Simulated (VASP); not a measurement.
# CuO (P1) in VASP: further runs

One crystal, CuO, is run at these levels: PBEsol; tasks: relaxation of cell and atoms.

Everything below comes from runs of VASP 6.6.1. Logs are shortened: lines on timing, memory, paths and dates and some standing lists are left out, and cuts for length are marked.

## (1) The crystal as given

The typed cell holds 2 atoms: a = 2.993 Å, b = 2.993 Å, c = 2.993 Å, α = 60.00°, β = 60.00°, γ = 60.00°.

The cell comes from a database or a generator and needn't be the stable form of this composition.

## (2) Relaxation of cell and atoms, PBEsol, target pressure 20 GPa, at which the enthalpy is minimised (pressure_gpa = 20; atom 2 moved 0.45 Å)

Input file INCAR:

```
SYSTEM = CuO
ALGO = Fast ; EDIFF = 1E-7
EDIFFG = -0.01 ; ENCUT = 600
GGA = PS ; IBRION = 2
ISIF = 3 ; ISMEAR = -1
LASPH = .TRUE. ; LCHARG = .FALSE.
LREAL = .FALSE. ; LWAVE = .FALSE.
NELM = 80 ; NSW = 40
PREC = Accurate ; PSTRESS = 200
SIGMA = 0.05
```

Input file KPOINTS:

```
k-points
0
G
  11 11 11
  0 0 0
```

Input file POSCAR:

```
CuO
1.0
    0.0000000000      2.1165600000      2.1165600000
    2.1165600000      0.0000000000      2.1165600000
    2.1165600000      2.1165600000      0.0000000000
Cu O
1 1
Direct
    0.0294977200      0.0281008700      0.9080259900
    0.4705022800      0.4718991300      0.5919740100
```

Potentials or basis: VASP PAW PBE potentials, release 64 (Cu, O).

Started as:

```sh
$ cat potpaw_PBE.64/Cu/POTCAR potpaw_PBE.64/O/POTCAR > POTCAR
$ mpirun -np 1 vasp_std > vasp.out
```

OUTCAR:

```text
SYSTEM = CuO
   EDIFF = 1E-7
   EDIFFG = -0.01
   ENCUT = 600
   GGA = PS
   IBRION = 2
   ISIF = 3
   ISMEAR = -1
   LASPH = .TRUE.
   LREAL = .FALSE.
   NELM = 80
   NSW = 40
   PREC = Accurate
   PSTRESS = 200

 ion  position               nearest neighbor table
   1  0.029  0.028  0.908-   2 1.88   2 1.89   2 1.91
   2  0.471  0.472  0.592-   1 1.88   1 1.89   1 1.91

  LATTYP: Found a face centered cubic cell.
 ALAT       =     4.2331200000

  Lattice vectors:

 A1 = (   0.0000000000,   2.1165600000,   2.1165600000)
 A2 = (   2.1165600000,   0.0000000000,   2.1165600000)
 A3 = (   2.1165600000,   2.1165600000,   0.0000000000)

Analysis of symmetry for initial positions (statically):
=====================================================================
 Subroutine PRICEL returns:
 Original cell was already a primitive cell.

 Routine SETGRP: Setting up the symmetry group for a
 face centered cubic supercell.

 Subroutine GETGRP returns: Found  1 space group operations
 (whereof  1 operations were pure point group operations)
 out of a pool of 48 trial point group operations.

The static configuration has the point symmetry C_1 .

Analysis of symmetry for dynamics (positions and initial velocities):
=====================================================================
 Subroutine PRICEL returns:
 Original cell was already a primitive cell.

 Routine SETGRP: Setting up the symmetry group for a
 face centered cubic supercell.

 Subroutine GETGRP returns: Found  1 space group operations
 (whereof  1 operations were pure point group operations)
 out of a pool of 48 trial point group operations.

The dynamic configuration has the point symmetry C_1 .

 Subroutine INISYM returns: Found  1 space group operations
 (whereof  1 operations are pure point group operations),
 and found     1 'primitive' translations

----------------------------------------------------------------------------------------

                                     Primitive cell

  volume of cell :      18.9636

  direct lattice vectors                    reciprocal lattice vectors
     0.000000000  2.116560000  2.116560000    -0.236232377  0.236232377  0.236232377
     2.116560000  0.000000000  2.116560000     0.236232377 -0.236232377  0.236232377
     2.116560000  2.116560000  0.000000000     0.236232377  0.236232377 -0.236232377

  length of vectors
     2.993267858  2.993267858  2.993267858     0.409166479  0.409166479  0.409166479

  position of ions in fractional coordinates (direct lattice)
     0.029497720  0.028100870  0.908025990
     0.470502280  0.471899130  0.591974010

  ion indices of the primitive-cell ions
   primitive index   ion index
                 1           1
                 2           2

----------------------------------------------------------------------------------------

 KPOINTS: k-points

Automatic generation of k-mesh.
 Grid dimensions read from file:
 generate k-points for:   11   11   11

 Generating k-lattice:

  Cartesian coordinates                     Fractional coordinates (reciprocal lattice)
    -0.021475671  0.021475671  0.021475671     0.090909091  0.000000000  0.000000000
     0.021475671 -0.021475671  0.021475671     0.000000000  0.090909091  0.000000000
     0.021475671  0.021475671 -0.021475671     0.000000000  0.000000000  0.090909091

  Length of vectors
     0.037196953  0.037196953  0.037196953

  Shift w.r.t. Gamma in fractional coordinates (k-lattice)
     0.000000000  0.000000000  0.000000000

 Subroutine IBZKPT returns following result:
 ===========================================

 Found    666 irreducible k-points:

 Following reciprocal coordinates:
            Coordinates               Weight
  0.000000  0.000000  0.000000      1.000000
  0.090909  0.000000  0.000000      2.000000
  0.000000  0.090909  0.000000      2.000000
  0.000000  0.000000  0.090909      2.000000
  0.090909  0.090909  0.090909      2.000000
  0.181818  0.000000  0.000000      2.000000
[... 16 lines left out ...]
  0.000000  0.090909  0.090909      2.000000
  0.090909  0.000000  0.090909      2.000000
 [... further k-points ...]
   k-points           NKPTS =    666   k-points in BZ     NKDIM =    666   number of bands    NBANDS=     12
   number of dos      NEDOS =    301   number of ions     NIONS =      2
   total plane-waves  NPLWV =  13824
   dimension x,y,z NGX =    24 NGY =   24 NGZ =   24
   dimension x,y,z NGXF=    48 NGYF=   48 NGZF=   48
   ions per type =               1   1
   NGX,Y,Z   is equivalent  to a cutoff of  13.33, 13.33, 13.33 a.u.
   NGXF,Y,Z  is equivalent  to a cutoff of  26.66, 26.66, 26.66 a.u.
 SYSTEM =  CuO
   PREC   = accura    normal or accurate (medium, high low for compatibility)
   ISTART =      0    job   : 0-new  1-cont  2-samecut
   ICHARG =      2    charge: 1-file 2-atom 10-const
   ISPIN  =      1    spin polarized calculation?
   LNONCOLLINEAR =      F non collinear calculations
   LSORBIT =      F    spin-orbit coupling
   LASPH  =      T    aspherical Exc in radial PAW
   ENCUT  =  600.0 eV  44.10 Ry    6.64 a.u.   5.98  5.98  5.98*2*pi/ulx,y,z
   NELM   =     80;   NELMIN=  2; NELMDL= -5     # of ELM steps
   EDIFF  = 0.1E-06   stopping-criterion for ELM
   LREAL  =      F    real-space projection
   EDIFFG = -.1E-01   stopping-criterion for IOM
   NSW    =     40    number of steps for IOM
   IBRION =      2    ionic relax: 0-MD 1-quasi-New 2-CG
   NFREE  =      1    steps in history (QN), initial steepest desc. (CG)
   ISIF   =      3    stress and relaxation
   ISYM   =      2    0-nonsym 1-usesym 2-fastsym
   POTIM  = 0.5000    time-step for ionic-motion
   TEBEG  =    0.0;   TEEND  =   0.0 temperature during run
   PSTRESS=  200.0 pullay stress
   NELECT =      17.0000    total number of electrons
   NUPDOWN=      -1.0000    fix difference up-down
   EMIN   =  10.00;   EMAX   =-10.00  energy-range for DOS
   EFERMI =   0.00;   METHOD = LEGACY
   ISMEAR =    -1;   SIGMA  =   0.05  broadening in eV -4-tet -1-fermi 0-gaus
   EFERMI_NEDOS =   21; number of points for ismear=-14 and -15
   IALGO  =     68    algorithm
   IMIX   =      4    mixing-type and parameters
     AMIX     =   0.40;   BMIX     =  1.00
     AMIX_MAG =   1.60;   BMIX_MAG =  1.00
  volume/ion in A,a.u.               =       9.48        63.99
  Fermi-wavevector in a.u.,A,eV,Ry     =   1.578522  2.982973 33.902055  2.491731
  Thomas-Fermi vector in A             =   2.679040
   LORBIT       =      0    0 simple, 1 ext, 2 COOP (PROOUT), +10 PAW based schemes
   GGA     = PS    functional components
   LHFCALC =     F    Hartree Fock is set to
   AEXX    =    0.0000 exact exchange contribution
   IVDW    =     0    specifies the selected vdW correction
   LEPSILON=     F    determine dielectric tensor
   LRPA    =     F    only Hartree local field effects (RPA)
 conjugate gradient relaxation of ions
 non-spin polarized calculation
 RMM-DIIS sequential band-by-band and
  energy-cutoff  :      600.00
  volume of cell :       18.96
 maximum number of plane-waves:       642
   NGX = 11   NGY = 11   NGZ = 11

--------------------------------------- Ionic step        1  -------------------------------------------

 number of electron      17.0000002 magnetization

 Free energy of the ion-electron system (eV)
  ---------------------------------------------------
  ext. energy  EPLUGINS =         0.00000000
  ---------------------------------------------------
  free energy    TOTEN  =       -10.07810013 eV

  energy without entropy =      -10.05726980  energy(sigma->0) =      -10.06768496

------------------------ aborting loop because EDIFF is reached ----------------------------------------

  FORCE on cell =-STRESS in cart. coord.  units (eV):
  Direction    XX          YY          ZZ          XY          YZ          ZX
  --------------------------------------------------------------------------------------
  -------------------------------------------------------------------------------------
  Total        1.3740028      1.2731142      0.9529185     -0.4622682      0.3560922      0.3788088
  in kB      116.0850926    107.5613391     80.5090270    -39.0555591     30.0850900     32.0043443
  external PRESSURE =     -98.6148471 kB  Pullay stress =     200.0000000 kB
[... 97 lines left out ...]
  energy  without entropy=       -9.9106639806  energy(sigma->0) =       -9.91893598

  enthalpy is  TOTEN    =        -7.9159951920 eV   P V=        2.0112127836

 E-fermi :  10.2108     XC(G=0): -14.3061

 val. band max:       10.2096884002   @ k =   0.2727   0.1818  -0.2727
 cond. band min:      10.2112498986   @ k =   0.0000   0.1818   0.3636
 fundamental gap:      0.0015614983
 Fermi energy:        10.2108325270

 k-point     1 :       0.0000    0.0000    0.0000
  band No.  band energies     occupation
      1     -12.1171      2.00000
      2       6.1679      2.00000
      3       6.2761      2.00000
      4       6.4638      2.00000
      5       6.5329      2.00000
      6       6.9229      2.00000
      7       7.1240      2.00000
      8       7.1566      2.00000
      9       7.4717      2.00000
     10      13.1288      0.00000
     11      28.6639      0.00000
     12      29.4404      0.00000
[... 333 lines left out ...]
      1     -11.9328      2.00000
      2       4.9225      2.00000
      3       5.6159      2.00000
      4       6.1221      2.00000
      5       6.6648      2.00000
      6       6.9787      2.00000
      7       7.2895      2.00000
      8       7.6113      2.00000
      9       8.3762      2.00000
     10      13.9224      0.00000
     11      27.7215      0.00000
     12      30.2346      0.00000

 [... further k-points ...]

[... ionic steps 4 to 30 ...]

--------------------------------------- Ionic step       31  -------------------------------------------

 number of electron      17.0000009 magnetization

------------------------ aborting loop because EDIFF is reached ----------------------------------------
[... 71 lines left out ...]
--------------------------------------- Ionic step       33  -------------------------------------------

 number of electron      17.0000009 magnetization

 Free energy of the ion-electron system (eV)
  ---------------------------------------------------
  ext. energy  EPLUGINS =         0.00000000
  ---------------------------------------------------
  free energy    TOTEN  =       -10.39672435 eV

  energy without entropy =      -10.38488990  energy(sigma->0) =      -10.39080712

 E-fermi :   7.8035     XC(G=0): -13.4031

 val. band max:        7.7799919963   @ k =  -0.1818   0.2727  -0.1818
 cond. band min:       7.8609346786   @ k =   0.3636   0.0909  -0.2727
 fundamental gap:      0.0809426823
 Fermi energy:         7.8034948199

 k-point     1 :       0.0000    0.0000    0.0000
  band No.  band energies     occupation
      1     -12.8745      2.00000
      2       4.9214      2.00000
      3       4.9222      2.00000
      4       4.9225      2.00000
      5       4.9658      2.00000
      6       4.9666      2.00000
      7       4.9670      2.00000
      8       5.2303      2.00000
      9       5.2305      2.00000
     10       9.8001      0.00000
     11      26.0810      0.00000
     12      27.1339      0.00000
[... 378 lines left out ...]
  energy  without entropy=      -10.3848898966  energy(sigma->0) =      -10.39080712

  enthalpy is  TOTEN    =        -8.2978411234 eV   P V=        2.0988832233

 reached required accuracy - stopping structural energy minimisation
```

It took 20 min on 1 thread of Intel Xeon 6975P-C (Granite Rapids), shared host; peak memory 0.43 GiB.

What came out:

| Item | Value |
| --- | --- |
| Free energy | -10.3967 eV |
| Relaxed volume | 8.41 Å³/atom |
| Relaxed cell | a = 2.876 Å, b = 2.876 Å, c = 2.876 Å, α = 60.00°, β = 60.00°, γ = 60.00° |
| Space group after relaxing (to 0.05 Å) | Fm-3m (No. 225) |
| Energy change on relaxing (the enthalpy is what falls) | -159.3 meV/atom |
| Ionic steps | 33 |
| Pressure after relaxing | 20.0 GPa |
| Largest force after relaxing | 0.008 eV/Å |
| Band gap on the k mesh | none (metal or under the smearing width) |

Forces in eV/Å, atoms in the order of the input:
```
Cu   0.004  0.004 -0.006
O   -0.004 -0.004  0.006
```

The path:
```csv
step,energy change (eV),largest force (eV/Å),pressure (GPa),volume (Å³)
1,0.0000,0.8605,10.14,18.96
2,0.0327,1.7205,24.97,17.40
3,0.1509,2.2793,44.64,16.11
4,0.1372,2.2420,46.26,15.95
5,0.1301,1.8394,53.17,15.49
6,0.3584,0.4810,76.27,14.56
7,0.1559,1.6551,57.01,15.30
8,0.0478,1.3451,49.37,15.53
9,-0.1845,0.5661,30.32,16.26
10,-0.3349,0.4068,4.97,17.77
11,-0.2924,0.0857,17.75,16.90
12,-0.2828,0.1239,19.10,16.82
13,-0.2788,0.1420,19.62,16.78
14,-0.2805,0.1264,19.79,16.78
15,-0.2847,0.0789,20.14,16.76
16,-0.2899,0.0290,21.13,16.72
17,-0.2858,0.2777,23.31,16.63
18,-0.3061,0.2419,20.92,16.76
19,-0.3269,0.2003,18.31,16.91
20,-0.3233,0.1149,19.18,16.86
21,-0.3148,0.0305,20.58,16.79
22,-0.3166,0.0069,20.22,16.80
23,-0.3163,0.0094,20.19,16.80
24,-0.3176,0.0097,19.98,16.81
25,-0.3186,0.0113,20.06,16.81
26,-0.3205,0.0162,19.52,16.83
27,-0.3189,0.0133,20.09,16.82
28,-0.3188,0.0133,19.83,16.82
29,-0.3186,0.0131,19.91,16.81
30,-0.3182,0.0126,20.10,16.81
31,-0.3183,0.0130,20.13,16.81
32,-0.3184,0.0131,20.06,16.81
33,-0.3186,0.0079,20.03,16.81
```

Final structure:
```
Cu O
1.0
    -0.00058    2.03256    2.03402
     2.03238   -0.00076    2.03420
     2.03370    2.03326    0.00134
Cu O
1 1
Cartesian
  2.0335 2.0330 0.0017
  2.0330 2.0327 2.0344
```

Caveat: the cell is relaxed towards a set pressure, so the enthalpy falls and the energy may rise; the PAW data sets were made with another functional, which shifts forces and pressure a little; an odd number of electrons without spin polarisation forces a metal; a magnetic or distorted state may lie lower; the run has no spin polarisation, though such a crystal can be magnetic; semilocal functionals often make such compounds metallic where correlation or magnetic order opens a gap, which also shifts bond lengths.

(Part 1 of 2 ends here.)
